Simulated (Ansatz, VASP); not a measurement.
# Two plane-wave programs on Sc

```xyz
1
Lattice="3.1366 0.0000 0.0000 1.4714 2.7861 0.0000 1.5174 0.9075 2.6196" Properties=species:S:1:pos:R:3 pbc="T T T"
Sc    0.0000    0.0000    0.0000
```

Change from the starting cell: volume scaled by 0.94.

Alike in both runs: task single point; functional PBE; k mesh 10 × 10 × 10; occupations fermi-dirac, width 0.05 eV; no spin polarisation.

|  | VASP | Ansatz |
| --- | --- | --- |
| version | VASP 6.6.1 | Ansatz 0.2.0 |
| potentials or method | VASP PAW PBE potentials, release 64 (Sc_sv) | Ansatz PAW |
| plane-wave cutoff (eV) | 520 | 420 |
| valence electrons in the cell | 11 | 11 |

VASP gave:

```
gap on the k mesh at the Fermi level (eV)       : none
pressure (GPa)                                  : 4.4
largest component of the traceless stress (GPa) : 1.11
```

Task: What did Ansatz give for the same quantities?

Result: gap on the k mesh at the Fermi level (eV): none; pressure (GPa): 4.3; largest component of the traceless stress (GPa): 1.11.

A gap of «none» marks a metal or a gap that the smearing closes.
